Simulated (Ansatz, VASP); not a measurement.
**Os in VASP and in Ansatz**

```
CELL_PARAMETERS angstrom
0.00000 1.98390 1.94500
1.98390 0.00000 1.94500
1.98390 1.98390 0.00000
ATOMIC_POSITIONS crystal
Os 0.00000 0.00000 0.00000
```

Change from the starting cell: equal xx and yy strain of +2 %, crystal datasets.

Alike in both runs: task electric field gradients; functional PBEsol; k mesh 14 × 14 × 14; occupations fermi-dirac, width 0.05 eV; no spin polarisation.

|  | VASP | Ansatz |
| --- | --- | --- |
| version | VASP 6.6.1 | Ansatz 0.2.0 |
| potentials or method | VASP PAW PBE potentials, release 64 (Os), cutoff 520 eV | all-electron PAW with datasets made for the crystal, scalar-relativistic |

```csv
,VASP,Ansatz,Ansatz less VASP
pressure (GPa),-31.8,-31.5,+0.31
largest component of the traceless stress (GPa),3.28,3.30,+0.026
Vzz of the field gradient on the site that differs most (V/Å²),-2.9,-1.2,+1.72
```

Ansatz ran all-electron here, so the differences hold the error of VASP's frozen core and of both bases. Ansatz warned: «gradients_without_spin_orbit».

Caveats: the cell as given lies far from equilibrium; so large a pressure means that the cell lies far from this level's equilibrium, or that cutoff or potentials fall short (VASP); the potentials were made for another functional, which shifts forces and pressure (VASP). Spin-orbit coupling is left out, which matters for the levels of Os.
